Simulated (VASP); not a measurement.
# Au (Im-3m) in VASP: further runs, part 2 of 7

VASP 6.6.1. The steps go on from the part before.

## Step 9: Equation of state, PBE, 18.75 Å³/atom

The input, INCAR:

```
ADDGRID = F
ALGO = Normal
EDIFF = 1E-6
ENCUT = 340
GGA = PE
ISIF = 2
ISMEAR = 1
LASPH = T
LCHARG = F
LREAL = F
LWAVE = F
NELM = 100
PREC = Accurate
SIGMA = 0.15
```

The input, KPOINTS:

```
k-points
0
Gamma
  3 3 3
```

The input, POSCAR:

```
Au
1.0
   -1.6736786712      1.6736786712      1.6736786712
    1.6736786712     -1.6736786712      1.6736786712
    1.6736786712      1.6736786712     -1.6736786712
Au
1
Direct
    0.0000000000      0.0000000000      0.0000000000
```

Potentials or basis: VASP PAW PBE potentials, release 64 (Au).

Launch:

```console
cat potpaw_PBE.64/Au/POTCAR > POTCAR
mpirun -np 1 vasp_std > vasp.out
```

Run time: 2.8 s. Hardware: 1 thread of Intel Xeon 6975P-C (Granite Rapids), shared host; peak memory 0.11 GiB.

The run converged, but some of its settings lie outside the range that counts as converged, so its numbers aren't taken as properties of the crystal.

What came out:

```
Free energy            : -3.4764 eV
Pressure               : -8.5 GPa
Band gap on the k mesh : none (metal or under the smearing width)
```

Caveat: the k mesh is coarse (spacing up to 0.88 Å⁻¹), so the values aren't converged.

## Step 10: Equation of state, PBE, 17.66 Å³/atom

Changes to INCAR since step 9:

```diff
@@ -3,3 +3,3 @@
 EDIFF = 1E-6
-ENCUT = 340
+ENCUT = 220
 GGA = PE
```

The input, KPOINTS:

```
k-points
0
Gamma
  4 4 4
```

The input, POSCAR:

```
Au
1.0
   -1.6405277645      1.6405277645      1.6405277645
    1.6405277645     -1.6405277645      1.6405277645
    1.6405277645      1.6405277645     -1.6405277645
Au
1
Direct
    0.0000000000      0.0000000000      0.0000000000
```

Launch:

```console
cat potpaw_PBE.64/Au/POTCAR > POTCAR
mpirun -np 1 vasp_std > vasp.out
```

Run time: 2.6 s. Hardware: 1 thread of Intel Xeon 6975P-C (Granite Rapids), shared host; peak memory 0.1 GiB.

The run converged, but a check on its numbers failed (symmetry, net force, bounds or a known fault of this set-up), so they aren't taken as properties of the crystal.

Caveat: the k mesh is coarse (spacing up to 0.68 Å⁻¹), so the values aren't converged; the cutoff lies under the usual one of these potentials, so the numbers hold a large basis-set error.

## Step 11: Equation of state, PBE, 18.75 Å³/atom

INCAR is that of step 10.

KPOINTS is that of step 10.

The input, POSCAR:

```
Au
1.0
   -1.6736786712      1.6736786712      1.6736786712
    1.6736786712     -1.6736786712      1.6736786712
    1.6736786712      1.6736786712     -1.6736786712
Au
1
Direct
    0.0000000000      0.0000000000      0.0000000000
```

Launch:

```console
cat potpaw_PBE.64/Au/POTCAR > POTCAR
mpirun -np 1 vasp_std > vasp.out
```

Run time: 2.5 s. Hardware: 1 thread of Intel Xeon 6975P-C (Granite Rapids), shared host; peak memory 0.09 GiB.

The run converged, but a check on its numbers failed (symmetry, net force, bounds or a known fault of this set-up), so they aren't taken as properties of the crystal.

Caveat: the k mesh is coarse (spacing up to 0.66 Å⁻¹), so the values aren't converged; the cutoff lies under the usual one of these potentials, so the numbers hold a large basis-set error.

## Step 12: Equation of state, PBE, 17.66 Å³/atom

Changes to INCAR since step 11:

```diff
@@ -3,3 +3,3 @@
 EDIFF = 1E-6
-ENCUT = 220
+ENCUT = 460
 GGA = PE
```

The input, KPOINTS:

```
k-points
0
Gamma
  3 3 3
```

The input, POSCAR:

```
Au
1.0
   -1.6405277645      1.6405277645      1.6405277645
    1.6405277645     -1.6405277645      1.6405277645
    1.6405277645      1.6405277645     -1.6405277645
Au
1
Direct
    0.0000000000      0.0000000000      0.0000000000
```

Potentials or basis: VASP PAW PBE potentials, release 64 (Au).

Launch:

```console
cat potpaw_PBE.64/Au/POTCAR > POTCAR
mpirun -np 1 vasp_std > vasp.out
```

Wall time 3.2 s (1 thread of Intel Xeon 6975P-C (Granite Rapids), shared host); peak memory 0.11 GiB.

The run converged, but some of its settings lie outside the range that counts as converged, so its numbers aren't taken as properties of the crystal.

Results:

* Free energy: -3.5062 eV
* Pressure: -0.2 GPa
* Band gap on the k mesh: none (metal or under the smearing width)

Caveat: the k mesh is coarse (spacing up to 0.90 Å⁻¹), so the values aren't converged.

## Step 13: Equation of state, PBE, 18.75 Å³/atom

INCAR is that of step 12.

KPOINTS is that of step 12.

The input, POSCAR:

```
Au
1.0
   -1.6736786712      1.6736786712      1.6736786712
    1.6736786712     -1.6736786712      1.6736786712
    1.6736786712      1.6736786712     -1.6736786712
Au
1
Direct
    0.0000000000      0.0000000000      0.0000000000
```

Launch:

```console
cat potpaw_PBE.64/Au/POTCAR > POTCAR
mpirun -np 1 vasp_std > vasp.out
```

Run time: 2.9 s. Hardware: 1 thread of Intel Xeon 6975P-C (Granite Rapids), shared host; peak memory 0.1 GiB.

The run converged, but some of its settings lie outside the range that counts as converged, so its numbers aren't taken as properties of the crystal.

What came out:

| Property | Result |
| --- | --- |
| Free energy | -3.4778 eV |
| Pressure | -7.7 GPa |
| Band gap on the k mesh | none (metal or under the smearing width) |

Caveat: the k mesh is coarse (spacing up to 0.88 Å⁻¹), so the values aren't converged.

## Step 14: Equation of state, PBE, 17.66 Å³/atom

Changes to INCAR since step 13:

```diff
@@ -3,3 +3,3 @@
 EDIFF = 1E-6
-ENCUT = 460
+ENCUT = 280
 GGA = PE
```

The input, KPOINTS:

```
k-points
0
Gamma
  4 4 4
```

The input, POSCAR:

```
Au
1.0
   -1.6405277645      1.6405277645      1.6405277645
    1.6405277645     -1.6405277645      1.6405277645
    1.6405277645      1.6405277645     -1.6405277645
Au
1
Direct
    0.0000000000      0.0000000000      0.0000000000
```

Launch:

```console
cat potpaw_PBE.64/Au/POTCAR > POTCAR
mpirun -np 1 vasp_std > vasp.out
```

Wall time 2.9 s (1 thread of Intel Xeon 6975P-C (Granite Rapids), shared host); peak memory 0.1 GiB.

These settings aren't checked as converged: the numbers below hold their error.

What came out:

```yaml
Free_energy: -2.9864 eV
Pressure: 1.4 GPa
Band_gap_on_the_k_mesh: none (metal or under the smearing width)
```

Caveat: the k mesh is coarse (spacing up to 0.68 Å⁻¹), so the values aren't converged; the cutoff is under 1.25 times the usual one of these potentials, so pressure, stress and relaxed cells hold a basis-set (Pulay) error.

## Step 15: Equation of state, PBE, 18.75 Å³/atom

INCAR is that of step 14.

KPOINTS is that of step 14.

The input, POSCAR:

```
Au
1.0
   -1.6736786712      1.6736786712      1.6736786712
    1.6736786712     -1.6736786712      1.6736786712
    1.6736786712      1.6736786712     -1.6736786712
Au
1
Direct
    0.0000000000      0.0000000000      0.0000000000
```

Potentials or basis: VASP PAW PBE potentials, release 64 (Au).

Launch:

```console
cat potpaw_PBE.64/Au/POTCAR > POTCAR
mpirun -np 1 vasp_std > vasp.out
```

Run time: 2.9 s. Hardware: 1 thread of Intel Xeon 6975P-C (Granite Rapids), shared host; peak memory 0.1 GiB.

These settings aren't checked as converged: the numbers below hold their error.

Results:

| Property | Result |
| --- | --- |
| Free energy | -2.9680 eV |
| Pressure | -6.8 GPa |
| Band gap on the k mesh | none (metal or under the smearing width) |

Caveat: the k mesh is coarse (spacing up to 0.66 Å⁻¹), so the values aren't converged; the cutoff is under 1.25 times the usual one of these potentials, so pressure, stress and relaxed cells hold a basis-set (Pulay) error.

## Step 16: Equation of state, PBE, 17.66 Å³/atom

Changes to INCAR since step 15:

```diff
@@ -3,3 +3,3 @@
 EDIFF = 1E-6
-ENCUT = 280
+ENCUT = 520
 GGA = PE
```

The input, KPOINTS:

```
k-points
0
Gamma
  3 3 3
```

The input, POSCAR:

```
Au
1.0
   -1.6405277645      1.6405277645      1.6405277645
    1.6405277645     -1.6405277645      1.6405277645
    1.6405277645      1.6405277645     -1.6405277645
Au
1
Direct
    0.0000000000      0.0000000000      0.0000000000
```

Launch:

```console
cat potpaw_PBE.64/Au/POTCAR > POTCAR
mpirun -np 1 vasp_std > vasp.out
```

Run time: 3.3 s. Hardware: 1 thread of Intel Xeon 6975P-C (Granite Rapids), shared host; peak memory 0.13 GiB.

The run converged, but some of its settings lie outside the range that counts as converged, so its numbers aren't taken as properties of the crystal.

What came out:

| Quantity | Value |
| --- | --- |
| Free energy | -3.5061 eV |
| Pressure | -0.3 GPa |
| Band gap on the k mesh | none (metal or under the smearing width) |

Caveat: the k mesh is coarse (spacing up to 0.90 Å⁻¹), so the values aren't converged.

## Step 17: Equation of state, PBE, 18.75 Å³/atom

INCAR is that of step 16.

KPOINTS is that of step 16.

The input, POSCAR:

```
Au
1.0
   -1.6736786712      1.6736786712      1.6736786712
    1.6736786712     -1.6736786712      1.6736786712
    1.6736786712      1.6736786712     -1.6736786712
Au
1
Direct
    0.0000000000      0.0000000000      0.0000000000
```

Launch:

```console
cat potpaw_PBE.64/Au/POTCAR > POTCAR
mpirun -np 1 vasp_std > vasp.out
```

Run time: 3 s. Hardware: 1 thread of Intel Xeon 6975P-C (Granite Rapids), shared host; peak memory 0.13 GiB.

These settings aren't checked as converged: the numbers below hold their error.

Results:

| Property | Result |
| --- | --- |
| Free energy | -3.4775 eV |
| Pressure | -7.8 GPa |
| Band gap on the k mesh | none (metal or under the smearing width) |

Caveat: the k mesh is coarse (spacing up to 0.88 Å⁻¹), so the values aren't converged.

## Step 18: Equation of state, PBE, 17.66 Å³/atom

Changes to INCAR since step 17:

```diff
@@ -3,3 +3,3 @@
 EDIFF = 1E-6
-ENCUT = 520
+ENCUT = 340
 GGA = PE
```

The input, KPOINTS:

```
k-points
0
Gamma
  4 4 4
```

The input, POSCAR:

```
Au
1.0
   -1.6405277645      1.6405277645      1.6405277645
    1.6405277645     -1.6405277645      1.6405277645
    1.6405277645      1.6405277645     -1.6405277645
Au
1
Direct
    0.0000000000      0.0000000000      0.0000000000
```

Potentials or basis: VASP PAW PBE potentials, release 64 (Au).

Launch:

```console
cat potpaw_PBE.64/Au/POTCAR > POTCAR
mpirun -np 1 vasp_std > vasp.out
```

Run time: 3.4 s. Hardware: 1 thread of Intel Xeon 6975P-C (Granite Rapids), shared host; peak memory 0.1 GiB.

The run converged, but some of its settings lie outside the range that counts as converged, so its numbers aren't taken as properties of the crystal.

What came out:

- Free energy: -2.9767 eV
- Pressure: 0.8 GPa
- Band gap on the k mesh: none (metal or under the smearing width)

Caveat: the k mesh is coarse (spacing up to 0.68 Å⁻¹), so the values aren't converged.

## Step 19: Equation of state, PBE, 18.75 Å³/atom

INCAR is that of step 18.

KPOINTS is that of step 18.

The input, POSCAR:

```
Au
1.0
   -1.6736786712      1.6736786712      1.6736786712
    1.6736786712     -1.6736786712      1.6736786712
    1.6736786712      1.6736786712     -1.6736786712
Au
1
Direct
    0.0000000000      0.0000000000      0.0000000000
```

Launch:

```console
cat potpaw_PBE.64/Au/POTCAR > POTCAR
mpirun -np 1 vasp_std > vasp.out
```

Wall time 2.9 s (1 thread of Intel Xeon 6975P-C (Granite Rapids), shared host); peak memory 0.1 GiB.

The run converged, but some of its settings lie outside the range that counts as converged, so its numbers aren't taken as properties of the crystal.

Results:

```
Free energy            : -2.9592 eV
Pressure               : -7.3 GPa
Band gap on the k mesh : none (metal or under the smearing width)
```

Caveat: the k mesh is coarse (spacing up to 0.66 Å⁻¹), so the values aren't converged.

## Step 20: Equation of state, PBE, 17.66 Å³/atom

Changes to INCAR since step 19:

```diff
@@ -3,3 +3,3 @@
 EDIFF = 1E-6
-ENCUT = 340
+ENCUT = 220
 GGA = PE
```

The input, KPOINTS:

```
k-points
0
Gamma
  5 5 5
```

The input, POSCAR:

```
Au
1.0
   -1.6405277645      1.6405277645      1.6405277645
    1.6405277645     -1.6405277645      1.6405277645
    1.6405277645      1.6405277645     -1.6405277645
Au
1
Direct
    0.0000000000      0.0000000000      0.0000000000
```

Launch:

```console
cat potpaw_PBE.64/Au/POTCAR > POTCAR
mpirun -np 1 vasp_std > vasp.out
```

Run time: 2.6 s. Hardware: 1 thread of Intel Xeon 6975P-C (Granite Rapids), shared host; peak memory 0.09 GiB.

The run converged, but a check on its numbers failed (symmetry, net force, bounds or a known fault of this set-up), so they aren't taken as properties of the crystal.

Caveat: the k mesh is coarse (spacing up to 0.54 Å⁻¹), so the values aren't converged; the cutoff lies under the usual one of these potentials, so the numbers hold a large basis-set error.

## Step 21: Equation of state, PBE, 18.75 Å³/atom

INCAR is that of step 20.

KPOINTS is that of step 20.

The input, POSCAR:

```
Au
1.0
   -1.6736786712      1.6736786712      1.6736786712
    1.6736786712     -1.6736786712      1.6736786712
    1.6736786712      1.6736786712     -1.6736786712
Au
1
Direct
    0.0000000000      0.0000000000      0.0000000000
```

Potentials or basis: VASP PAW PBE potentials, release 64 (Au).

Launch:

```console
cat potpaw_PBE.64/Au/POTCAR > POTCAR
mpirun -np 1 vasp_std > vasp.out
```

It took 2.6 s on 1 thread of Intel Xeon 6975P-C (Granite Rapids), shared host; peak memory 0.09 GiB.

The run converged, but a check on its numbers failed (symmetry, net force, bounds or a known fault of this set-up), so they aren't taken as properties of the crystal.

Caveat: the k mesh is coarse (spacing up to 0.53 Å⁻¹), so the values aren't converged; the cutoff lies under the usual one of these potentials, so the numbers hold a large basis-set error.

## Step 22: Equation of state, PBE, 17.66 Å³/atom

Changes to INCAR since step 21:

```diff
@@ -3,3 +3,3 @@
 EDIFF = 1E-6
-ENCUT = 220
+ENCUT = 650
 GGA = PE
```

The input, KPOINTS:

```
k-points
0
Gamma
  3 3 3
```

The input, POSCAR:

```
Au
1.0
   -1.6405277645      1.6405277645      1.6405277645
    1.6405277645     -1.6405277645      1.6405277645
    1.6405277645      1.6405277645     -1.6405277645
Au
1
Direct
    0.0000000000      0.0000000000      0.0000000000
```

Launch:

```console
cat potpaw_PBE.64/Au/POTCAR > POTCAR
mpirun -np 1 vasp_std > vasp.out
```

Run time: 3.1 s. Hardware: 1 thread of Intel Xeon 6975P-C (Granite Rapids), shared host; peak memory 0.13 GiB.

The run converged, but some of its settings lie outside the range that counts as converged, so its numbers aren't taken as properties of the crystal.

What came out:

```
Free energy            : -3.5061 eV
Pressure               : -0.2 GPa
Band gap on the k mesh : none (metal or under the smearing width)
```

Caveat: the k mesh is coarse (spacing up to 0.90 Å⁻¹), so the values aren't converged.

## Step 23: Equation of state, PBE, 18.75 Å³/atom

INCAR is that of step 22.

KPOINTS is that of step 22.

The input, POSCAR:

```
Au
1.0
   -1.6736786712      1.6736786712      1.6736786712
    1.6736786712     -1.6736786712      1.6736786712
    1.6736786712      1.6736786712     -1.6736786712
Au
1
Direct
    0.0000000000      0.0000000000      0.0000000000
```

Launch:

```console
cat potpaw_PBE.64/Au/POTCAR > POTCAR
mpirun -np 1 vasp_std > vasp.out
```

Wall time 3.3 s (1 thread of Intel Xeon 6975P-C (Granite Rapids), shared host); peak memory 0.12 GiB.

The run converged, but some of its settings lie outside the range that counts as converged, so its numbers aren't taken as properties of the crystal.

What came out:

- Free energy: -3.4775 eV
- Pressure: -7.7 GPa
- Band gap on the k mesh: none (metal or under the smearing width)

Caveat: the k mesh is coarse (spacing up to 0.88 Å⁻¹), so the values aren't converged.

## Step 24: Equation of state, PBE, 17.66 Å³/atom

Changes to INCAR since step 23:

```diff
@@ -3,3 +3,3 @@
 EDIFF = 1E-6
-ENCUT = 650
+ENCUT = 280
 GGA = PE
```

The input, KPOINTS:

```
k-points
0
Gamma
  5 5 5
```

The input, POSCAR:

```
Au
1.0
   -1.6405277645      1.6405277645      1.6405277645
    1.6405277645     -1.6405277645      1.6405277645
    1.6405277645      1.6405277645     -1.6405277645
Au
1
Direct
    0.0000000000      0.0000000000      0.0000000000
```

Potentials or basis: VASP PAW PBE potentials, release 64 (Au).

Launch:

```console
cat potpaw_PBE.64/Au/POTCAR > POTCAR
mpirun -np 1 vasp_std > vasp.out
```

Run time: 2.5 s. Hardware: 1 thread of Intel Xeon 6975P-C (Granite Rapids), shared host; peak memory 0.1 GiB.

These settings aren't checked as converged: the numbers below hold their error.

What came out:

* Free energy: -3.2026 eV
* Pressure: 2.8 GPa
* Band gap on the k mesh: none (metal or under the smearing width)

Caveat: the k mesh is coarse (spacing up to 0.54 Å⁻¹), so the values aren't converged; the cutoff is under 1.25 times the usual one of these potentials, so pressure, stress and relaxed cells hold a basis-set (Pulay) error.

## Step 25: Equation of state, PBE, 18.75 Å³/atom

INCAR is that of step 24.

KPOINTS is that of step 24.

The input, POSCAR:

```
Au
1.0
   -1.6736786712      1.6736786712      1.6736786712
    1.6736786712     -1.6736786712      1.6736786712
    1.6736786712      1.6736786712     -1.6736786712
Au
1
Direct
    0.0000000000      0.0000000000      0.0000000000
```

Launch:

```console
cat potpaw_PBE.64/Au/POTCAR > POTCAR
mpirun -np 1 vasp_std > vasp.out
```

Run time: 3.1 s. Hardware: 1 thread of Intel Xeon 6975P-C (Granite Rapids), shared host; peak memory 0.1 GiB.

These settings aren't checked as converged: the numbers below hold their error.

What came out:

| Quantity | Value |
| --- | --- |
| Free energy | -3.1962 eV |
| Pressure | -4.9 GPa |
| Band gap on the k mesh | none (metal or under the smearing width) |

Caveat: the k mesh is coarse (spacing up to 0.53 Å⁻¹), so the values aren't converged; the cutoff is under 1.25 times the usual one of these potentials, so pressure, stress and relaxed cells hold a basis-set (Pulay) error.

## Step 26: Equation of state, PBE, 17.66 Å³/atom

Changes to INCAR since step 25:

```diff
@@ -3,3 +3,3 @@
 EDIFF = 1E-6
-ENCUT = 280
+ENCUT = 460
 GGA = PE
```

The input, KPOINTS:

```
k-points
0
Gamma
  4 4 4
```

The input, POSCAR:

```
Au
1.0
   -1.6405277645      1.6405277645      1.6405277645
    1.6405277645     -1.6405277645      1.6405277645
    1.6405277645      1.6405277645     -1.6405277645
Au
1
Direct
    0.0000000000      0.0000000000      0.0000000000
```

Launch:

```console
cat potpaw_PBE.64/Au/POTCAR > POTCAR
mpirun -np 1 vasp_std > vasp.out
```

Wall time 4 s (1 thread of Intel Xeon 6975P-C (Granite Rapids), shared host); peak memory 0.11 GiB.

The run converged, but some of its settings lie outside the range that counts as converged, so its numbers aren't taken as properties of the crystal.

What came out:

| Quantity | Value |
| --- | --- |
| Free energy | -2.9769 eV |
| Pressure | 1.7 GPa |
| Band gap on the k mesh | none (metal or under the smearing width) |

Caveat: the k mesh is coarse (spacing up to 0.68 Å⁻¹), so the values aren't converged.

## Step 27: Equation of state, PBE, 18.75 Å³/atom

INCAR is that of step 26.

KPOINTS is that of step 26.

The input, POSCAR:

```
Au
1.0
   -1.6736786712      1.6736786712      1.6736786712
    1.6736786712     -1.6736786712      1.6736786712
    1.6736786712      1.6736786712     -1.6736786712
Au
1
Direct
    0.0000000000      0.0000000000      0.0000000000
```

Potentials or basis: VASP PAW PBE potentials, release 64 (Au).

Launch:

```console
cat potpaw_PBE.64/Au/POTCAR > POTCAR
mpirun -np 1 vasp_std > vasp.out
```

Run time: 3.3 s. Hardware: 1 thread of Intel Xeon 6975P-C (Granite Rapids), shared host; peak memory 0.1 GiB.

The run converged, but some of its settings lie outside the range that counts as converged, so its numbers aren't taken as properties of the crystal.

What came out:

```yaml
Free_energy: -2.9586 eV
Pressure: -6.5 GPa
Band_gap_on_the_k_mesh: none (metal or under the smearing width)
```

Caveat: the k mesh is coarse (spacing up to 0.66 Å⁻¹), so the values aren't converged.

(Continued in part 3 of 7.)
